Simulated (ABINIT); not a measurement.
# Rh (Fm-3m) in ABINIT: further runs

Aim: see how the results for Rh move with the level of theory and the settings. Levels: LDA, r2SCAN, PBE, PBEsol. Tasks: single point.

All numbers are computed with ABINIT 10.8.3 (patched build); they aren't measurements. Logs are shortened: lines on timing, memory, paths and dates and some standing lists are left out, and cuts for length are marked. The log counts tension as positive stress, the text compression.

**1. Starting point**

The structure is cubic, space group Fm-3m (No. 225). The conventional cell has a = 3.796 Å, b = 3.796 Å, c = 3.796 Å, α = 90.00°, β = 90.00°, γ = 90.00°. Rh (site symmetry m-3m) has 12 Rh at 2.68 Å as nearest neighbours.

**2. Single point, LDA**

Input file run.abi:

```
pp_dirpath "./"
pseudos "Rh.LDA_PW-JTH.xml"

acell 5.0719591737 5.0719591737 5.0719591737
rprim
     0.0000000000     0.7071067812     0.7071067812
     0.7071067812     0.0000000000     0.7071067812
     0.7071067812     0.7071067812     0.0000000000
ntypat 1
znucl 45
natom 1
typat 1
xred
     0.0000000000     0.0000000000     0.0000000000

ecut 544.227725 eV
pawecutdg 40.0

kptopt 1
ngkpt 10 10 10
nshiftk 1
shiftk 0.0 0.0 0.0

ixc 7

nband 13
occopt 3
tsmear 0.00183747

nstep 100
tolvrs 1.0e-9

iomode 3
prtwf 0
prteig 0
prtebands 0
enunit 1
prtden 1
prtvha 1
prtvclmb 1
prtpot 1
```

Potentials or basis: JTH PAW LDA v2.0.

The run is started by

```sh
$ abinit run.abi > log 2>&1
```

run.abo:

```text
.Version 10.8.3 of ABINIT
 Symmetries : space group Fm -3 m (#225); Bravais cF (face-center cubic)
================================================================================
 Values of the parameters that define the memory need of the present run
     intxc =       0    ionmov =       0      iscf =      17    lmnmax =      18
     lnmax =       6     mgfft =      24  mpssoang =       3    mqgrid =    3001
     natom =       1  nloc_mem =       2    nspden =       1   nspinor =       1
    nsppol =       1      nsym =      48    n1xccc =       1    ntypat =       1
    occopt =       3   xclevel =       1
       mpw =         402          nfft =       13824          nkpt =          47
 PAW method is used; the additional fine FFT grid is defined by:
   mgfftf=        30    nfftf =     27000
================================================================================
================================================================================

--------------------------------------------------------------------------------
------------- Echo of variables that govern the present computation ------------
--------------------------------------------------------------------------------
 -outvars: echo values of preprocessed input variables --------
            acell      5.0719591737E+00  5.0719591737E+00  5.0719591737E+00 Bohr
              amu      1.02905500E+02
             ecut      2.00000000E+01 Hartree
           enunit           1
              ixc           7
         kptrlatt       10    0    0      0   10    0      0    0   10
          kptrlen      5.07195917E+01
            natom           1
            nband          13
            ngfft          24      24      24
          ngfftdg          30      30      30
             nkpt          47
            nstep         100
             nsym          48
           ntypat           1
           occopt           3
        pawecutdg      4.00000000E+01 Hartree
        prtebands           0
           prteig           0
           prtpot           1
         prtvclmb           1
           prtvha           1
            prtwf           0
            rprim      0.0000000000E+00  7.0710678120E-01  7.0710678120E-01
                       7.0710678120E-01  0.0000000000E+00  7.0710678120E-01
                       7.0710678120E-01  7.0710678120E-01  0.0000000000E+00
          spgroup         225
           tolvrs      1.00000000E-09
           tsmear      1.83747000E-03 Hartree
            typat      1
           useylm           1
            znucl       45.00000

================================================================================

 chkinp: Checking input parameters for consistency.

================================================================================
== DATASET  1 ==================================================================

--- !DatasetInfo
iteration_state: {dtset: 1, }
dimensions: {natom: 1, nkpt: 47, mband: 13, nsppol: 1, nspinor: 1, nspden: 1, mpw: 402, }
cutoff_energies: {ecut:  20.0, pawecutdg:  40.0, }
electrons: {nelect:   1.70000000E+01, charge:   0.00000000E+00, occopt:   3.00000000E+00, tsmear:   1.83747000E-03, }
meta: {optdriver: 0, ionmov: 0, optcell: 0, iscf: 17, paral_kgb: 0, }
...

 Exchange-correlation functional for the present dataset will be:
  LDA: Perdew-Wang 92 LSD fit to Ceperley-Alder data - ixc=7
  J.P.Perdew and Y.Wang, PRB 45, 13244 (1992)

 Real(R)+Recip(G) space primitive vectors, cartesian coordinates (Bohr,Bohr^-1):
 R(1)=  0.0000000  3.5864167  3.5864167  G(1)= -0.1394149  0.1394149  0.1394149
 R(2)=  3.5864167  0.0000000  3.5864167  G(2)=  0.1394149 -0.1394149  0.1394149
 R(3)=  3.5864167  3.5864167  0.0000000  G(3)=  0.1394149  0.1394149 -0.1394149
 Unit cell volume ucvol=  9.2259745E+01 bohr^3
 Angles (23,13,12)=  6.00000000E+01  6.00000000E+01  6.00000000E+01 degrees

 Coarse grid specifications (used for wave-functions):

 getcut: wavevector=  0.0000  0.0000  0.0000  ngfft=  24  24  24
         ecut(hartree)=     20.000   => boxcut(ratio)=   2.35047

 getcut : COMMENT -
  Note that boxcut > 2.2 ; recall that boxcut=Gcut(box)/Gcut(sphere) = 2
  is sufficient for exact treatment of convolution.
  Such a large boxcut is a waste : you could raise ecut
  e.g. ecut=   27.623630 Hartrees makes boxcut=2

 Fine grid specifications (used for densities):

 getcut: wavevector=  0.0000  0.0000  0.0000  ngfft=  30  30  30
         ecut(hartree)=     40.000   => boxcut(ratio)=   2.07985

--- Pseudopotential description ------------------------------------------------
- pspini: atom type   1  psp file is ./Rh.LDA_PW-JTH.xml
 Pseudopotential format is: paw10
 basis_size (lnmax)=  6 (lmn_size= 18), orbitals=   0   0   1   1   2   2
 Spheres core radius: rc_sph= 2.21251062
 Shapefunction is SIN type: shapef(r)=[sin(pi*r/rshp)/(pi*r/rshp)]**2
 Radius for shape functions =  2.00372819
 Compensation charge density is not taken into account in XC energy/potential

   3.66000151E+02                                ecore*ucvol(ha*bohr**3)
--------------------------------------------------------------------------------

[... 7 lines left out ...]

     iter   Etot(hartree)      deltaE(h)  residm     nres2
 ETOT  1  -109.28648434833    -1.093E+02 4.161E+01 4.659E+00
 ETOT  2  -111.70393524064    -2.417E+00 1.778E-01 8.858E+00
 ETOT  3  -111.67779483313     2.614E-02 4.039E-02 1.478E+00
 ETOT  4  -111.67273346743     5.061E-03 8.178E-03 8.364E-02
 ETOT  5  -111.67255873056     1.747E-04 3.020E-03 1.169E-03
 ETOT  6  -111.67258354432    -2.481E-05 1.442E-03 1.163E-03
 ETOT  7  -111.67258096868     2.576E-06 2.586E-03 1.457E-05
 ETOT  8  -111.67258128334    -3.147E-07 1.356E-03 3.428E-05
 ETOT  9  -111.67258118936     9.397E-08 7.202E-04 2.368E-06
 ETOT 10  -111.67258118176     7.600E-09 4.008E-04 8.676E-08
 ETOT 11  -111.67258118235    -5.923E-10 2.354E-04 1.700E-07
 ETOT 12  -111.67258118179     5.630E-10 1.828E-04 4.446E-09
 ETOT 13  -111.67258118179    -1.904E-12 7.717E-05 7.423E-11

 At SCF step   13       nres2   =  7.42E-11 < tolvrs=  1.00E-09 =>converged.

 Cartesian components of stress tensor (hartree/bohr^3)
  sigma(1 1)=  3.29314421E-04  sigma(3 2)=  0.00000000E+00
  sigma(2 2)=  3.29314421E-04  sigma(3 1)=  0.00000000E+00
  sigma(3 3)=  3.29314421E-04  sigma(2 1)=  0.00000000E+00

--- !ResultsGS
iteration_state: {dtset: 1, }
comment   : Summary of ground state results
lattice_vectors:
- [  0.0000000,   3.5864167,   3.5864167, ]
- [  3.5864167,   0.0000000,   3.5864167, ]
- [  3.5864167,   3.5864167,   0.0000000, ]
lattice_lengths: [   5.07196,    5.07196,    5.07196, ]
lattice_angles: [ 60.000,  60.000,  60.000, ] # degrees, (23, 13, 12)
lattice_volume:   9.2259745E+01
convergence: {deltae: -1.904E-12, res2:  7.423E-11, residm:  7.717E-05, diffor: null, }
etotal    :  -1.11672581E+02
entropy   :   0.00000000E+00
fermie    :   6.02886418E-01
cartesian_stress_tensor: # hartree/bohr^3
- [  3.29314421E-04,   0.00000000E+00,   0.00000000E+00, ]
- [  0.00000000E+00,   3.29314421E-04,   0.00000000E+00, ]
- [  0.00000000E+00,   0.00000000E+00,   3.29314421E-04, ]
pressure_GPa:  -9.6888E+00
xred      :
- [  0.0000E+00,   0.0000E+00,   0.0000E+00, Rh]
cartesian_forces: # hartree/bohr
- [ -0.00000000E+00,  -0.00000000E+00,  -0.00000000E+00, ]
force_length_stats: {min:   0.00000000E+00, max:   0.00000000E+00, mean:   0.00000000E+00, }
...

 Integrated electronic density in atomic spheres:
 ------------------------------------------------
 Atom  Sphere_radius  Integrated_density
    1        2.21251         14.88420643

================================================================================

 ----iterations are completed or convergence reached----

 Mean square residual over all n,k,spin=   25.338E-08; max=  77.171E-06
 reduced coordinates (array xred) for    1 atoms
       0.000000000000      0.000000000000      0.000000000000
 rms dE/dt=  0.0000E+00; max dE/dt=  0.0000E+00; dE/dt below (all hartree)
    1       0.000000000000      0.000000000000      0.000000000000

 cartesian coordinates (angstrom) at end:
    1      0.00000000000000     0.00000000000000     0.00000000000000

 cartesian forces (hartree/bohr) at end:
    1     -0.00000000000000    -0.00000000000000    -0.00000000000000
 frms,max,avg= 0.0000000E+00 0.0000000E+00   0.000E+00  0.000E+00  0.000E+00 h/b

 cartesian forces (eV/Angstrom) at end:
    1     -0.00000000000000    -0.00000000000000    -0.00000000000000
 frms,max,avg= 0.0000000E+00 0.0000000E+00   0.000E+00  0.000E+00  0.000E+00 e/A
 length scales=  5.071959173700  5.071959173700  5.071959173700 bohr
              =  2.683965207532  2.683965207532  2.683965207532 angstroms
 Fermi (or HOMO) energy (eV) =  16.40538   Average Vxc (eV)= -13.56211
 Eigenvalues (   eV  ) for nkpt=  47  k points:
 kpt#   1, nband= 13, wtk=  0.00100, kpt=  0.0000  0.0000  0.0000 (reduced coord)
 -62.38247  -29.90419  -29.90419  -29.90419    8.25453   13.22527   13.22527   13.22527
  15.37625   15.37625   32.23049   37.62465   37.62465
 prteigrs : prtvol=0 or 1, do not print more k-points.

--- !EnergyTerms
iteration_state     : {dtset: 1, }
comment             : Components of total free energy in Hartree
kinetic             :  1.49901713186417E+01
hartree             :  1.85776898087490E+01
xc                  : -5.09147307455506E+00
Ewald energy        : -9.23641367389427E+01
psp_core            :  3.96706224537430E+00
local_psp           : -7.19104252651945E+01
PAW spherical_terms :  2.01589735868353E+01
internal            : -1.11672138119092E+02
'-kT*entropy'       : -4.50315835216023E-04
total_energy        : -1.11672588434927E+02
total_energy_eV     : -3.03876593699128E+03
...

--- !EnergyTermsDC
iteration_state     : {dtset: 1, }
comment             : '"Double-counting" decomposition of free energy'
band_energy         : -6.88917155169324E+00
Ewald energy        : -9.23641367389427E+01
psp_core            :  3.96706224537430E+00
xc_dc               : -1.70024507502406E+01
PAW spherical_terms :  6.16565929545260E-01
internal            : -1.11672130865957E+02
'-kT*entropy'       : -4.50315835216023E-04
total_energy_dc     : -1.11672581181792E+02
total_energy_dc_eV  : -3.03876573962342E+03
...

--- !EnergyTermsWithPAWCore
iteration_state     : {dtset: 1, }
comment             : 'Components of total free energy, including PAW core contributions'
Total energy        : -4.77982157776188E+03
Total energy DC     : -4.77982157050875E+03
Total energy (eV)   : -1.30065571139353E+05
Total energy DC (eV): -1.30065570941985E+05
...

 Cartesian components of stress tensor (hartree/bohr^3)
  sigma(1 1)=  3.29314421E-04  sigma(3 2)=  0.00000000E+00
  sigma(2 2)=  3.29314421E-04  sigma(3 1)=  0.00000000E+00
  sigma(3 3)=  3.29314421E-04  sigma(2 1)=  0.00000000E+00

-Cartesian components of stress tensor (GPa)         [Pressure= -9.6888E+00 GPa]
- sigma(1 1)=  9.68876477E+00  sigma(3 2)=  0.00000000E+00
- sigma(2 2)=  9.68876477E+00  sigma(3 1)=  0.00000000E+00
- sigma(3 3)=  9.68876477E+00  sigma(2 1)=  0.00000000E+00

== END DATASET(S) ==============================================================
================================================================================

 -outvars: echo values of variables after computation  --------
            acell      5.0719591737E+00  5.0719591737E+00  5.0719591737E+00 Bohr
           etotal     -1.1167258118E+02
            fcart     -0.0000000000E+00 -0.0000000000E+00 -0.0000000000E+00
            rprim      0.0000000000E+00  7.0710678120E-01  7.0710678120E-01
                       7.0710678120E-01  0.0000000000E+00  7.0710678120E-01
                       7.0710678120E-01  7.0710678120E-01  0.0000000000E+00
           strten      3.2931442112E-04  3.2931442112E-04  3.2931442112E-04
                       0.0000000000E+00  0.0000000000E+00  0.0000000000E+00
 Calculation completed.
```

It took 9 s on 1 thread of Arm Neoverse V2, shared host; peak memory 0.1 GiB.

What came out:

| Item | Value |
| --- | --- |
| Free energy | -3038.7657 eV |
| Pressure | -9.7 GPa |
| Band gap on the k mesh | none (metal or under the smearing width) |
| Valence electrons inside the program's atomic spheres | Rh 14.88 (radii [1.1708] Å) |

Levels at points of the mesh, in eV from the Fermi level:
| k point | band 5 | band 6 | band 7 | band 8 | band 9 | band 10 | band 11 | band 12 |
| --- | --- | --- | --- | --- | --- | --- | --- | --- |
| (0.00, 0.00, 0.00) | -8.15 | -3.18 | -3.18 | -3.18 | -1.03 | -1.03 | 15.83 | 21.22 |
| (0.50, 0.00, 0.00) | -6.27 | -3.24 | -3.24 | 0.55 | 0.55 | 0.62 | 8.57 | 15.36 |
| (0.50, 0.50, 0.00) | -6.44 | -6.08 | 0.54 | 0.97 | 0.97 | 3.13 | 12.23 | 13.14 |

[end of part 1 of 2]
